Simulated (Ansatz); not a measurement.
# InSe: response to strain

InSe is deformed so: equal xy, yz and zx engineering shear strains of -2 %. What stress and forces result, by LAPW, PAW and all-electron datasets made for the crystal?

A COD entry behind a cell of this session may itself be a prediction, so a difference from it is no test against experiment.

Program: Ansatz 0.2.0. Level of theory: DFT PBE, scalar-relativistic. These are calculated values, not measurements.

## Step 1: Starting point

Symmetry: R3m, No. 160, trigonal system. Conventional cell: a = 4.000 Å, b = 4.000 Å, c = 24.950 Å, α = 90.00°, β = 90.00°, γ = 120.00°. In (site symmetry 3m) is surrounded by 3 Se at 2.64 Å and 1 In at 2.80 Å. Se (site symmetry 3m) is surrounded by 3 In at 2.64 Å.

Structure file:

```
In Se
1.0
     2.00000    1.15470    8.31667
    -2.00000    1.15470    8.31667
     0.00000   -2.30940    8.31667
In Se
2 2
Direct
  0.00000 0.00000 0.00000
  0.11220 0.11220 0.11220
  0.61550 0.61550 0.61550
  0.83000 0.83000 0.83000
```

Atoms are numbered in the order of the input: In1, In2, Se3, Se4.

## Step 2: After the deformation

Space group R3m before, P1 after.

## Step 3: LAPW, all electrons

Contents of input.yaml:

```yaml
crystal:
  lattice:
    - [1.9052859469, 1.05153364, 8.2851230001]
    - [-2.0947133537, 1.091533633, 8.3251229931]
    - [-0.0600726933, -2.392567373, 8.3397640067]
  atoms:
    - { symbol: In, position: [0.0, 0.0, 0.0] }
    - { symbol: In, position: [0.1122, 0.1122, 0.1122] }
    - { symbol: Se, position: [0.6155, 0.6155, 0.6155] }
    - { symbol: Se, position: [0.83, 0.83, 0.83] }
kpoints:
  mp_grid: { grid: [7, 7, 7] }
  band_path:
    path:
      - [0.0, 0.0, 0.0]
      - [0.0, 0.0, -0.5]
      - [0.5, 0.5, 0.5]
      - [0.0, 0.0, 0.0]
      - [0.0, -0.5, 0.0]
      - [0.5, 0.0, 0.0]
      - [0.0, 0.0, 0.0]
      - [0.5, 0.0, 0.5]
      - [0.0, -0.5, -0.5]
    npoints: 5
scf:
  occupations: { method: fermi_dirac, width: 0.01 }
hamiltonian:
  xc: pbe
  pseudopotentials: { kind: all_electron, lapw: { basis_error: 0.001 } }
output:
  forces: true
  stress: true
  eigenvalues: true
```

On the command line:

```console
$ ansatz run input.yaml --threads 1 --pin off --max-ram 4096MiB --backend cpu --events-out ev --progress --plain --runs-dir out
```

## Step 4: Frozen-core PAW

Contents of input.yaml:

```yaml
crystal:
  lattice:
    - [1.9052859469, 1.05153364, 8.2851230001]
    - [-2.0947133537, 1.091533633, 8.3251229931]
    - [-0.0600726933, -2.392567373, 8.3397640067]
  atoms:
    - { symbol: In, position: [0.0, 0.0, 0.0] }
    - { symbol: In, position: [0.1122, 0.1122, 0.1122] }
    - { symbol: Se, position: [0.6155, 0.6155, 0.6155] }
    - { symbol: Se, position: [0.83, 0.83, 0.83] }
kpoints:
  mp_grid: { grid: [7, 7, 7] }
scf:
  occupations: { method: fermi_dirac, width: 0.01 }
hamiltonian:
  xc: pbe
  pseudopotentials: { kind: paw }
output:
  forces: true
  stress: true
  eigenvalues: true
  efg: { contact_densities: true }
  write_density: true
  write_potential: true
  elf: true
  volumetric_format: npy
```

## Step 5: Datasets made for this crystal

Edit input.yaml of step 4 so:

```diff
@@ -16,3 +16,3 @@
   xc: pbe
-  pseudopotentials: { kind: paw }
+  pseudopotentials: { kind: all_electron, datasets: crystal }
 output:
@@ -22,5 +22 @@
   efg: { contact_densities: true }
-  write_density: true
-  write_potential: true
-  elf: true
-  volumetric_format: npy
```

(Steps that only read results are left out.)

Before running it: what results should come out? Wanted: pressure; largest shear or deviatoric stress.

The runs gave:

| quantity | value |
| --- | --- |
| pressure | LAPW 2.97, PAW 2.96, crystal datasets 2.97 GPa |
| largest shear or deviatoric stress (LAPW) | 0.81 GPa |

**Reading.** The largest part of the stress beyond the pressure is 0.81 GPa in size, in the xz component; the atoms are carried along and not relaxed. No run of the undeformed cell stands beside it, so the pressure holds what the given cell had before the change. PAW: stress within 0.01 GPa of LAPW, forces within 1 meV/Å. Crystal datasets: stress within 0.01 GPa of LAPW, forces within 1 meV/Å.
